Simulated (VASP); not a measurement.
Here is a VASP 6.6.1 calculation.

INCAR

```
PREC     = Accurate       # precision mode
ENCUT    = 520            # plane-wave cutoff, eV
EDIFF    = 1E-6           # SCF threshold, eV
ISMEAR   = -1             # smearing method
SIGMA    = 0.05           # smearing width, eV
LREAL    = F              # projectors in reciprocal space
LASPH    = T              # aspherical terms in the spheres
NELM     = 80             # most SCF steps
ALGO     = Normal         # electronic algorithm
ISIF     = 2              # what is computed and relaxed
LWAVE    = F              # write WAVECAR
LCHARG   = F              # write CHGCAR
GGA      = PE             # functional
NBANDS   = 16             # bands
```

Contents of KPOINTS:

```
regular mesh
0
Gamma
  8 8 8
```

The input POSCAR:

```
CdSe
1.0
    0.0000000000      3.0906047130      3.0906047130
    3.0906047130      0.0000000000      3.0906047130
    3.0906047130      3.0906047130      0.0000000000
Cd Se
1 1
Direct
    0.0000000000      0.0000000000      0.0000000000
    0.2500000000      0.2500000000      0.2500000000
```

Potentials or basis: VASP PAW PBE potentials, release 64 (Cd, Se).

Command:

```sh
$ cat potpaw_PBE.64/Cd/POTCAR potpaw_PBE.64/Se/POTCAR > POTCAR
$ mpirun -np 1 vasp_std > vasp.out
```

(1) Predict the band gap on the k mesh.

(2) Predict the pressure.

Answers

(1) 0.51 eV, direct.

(2) 0.6 GPa.
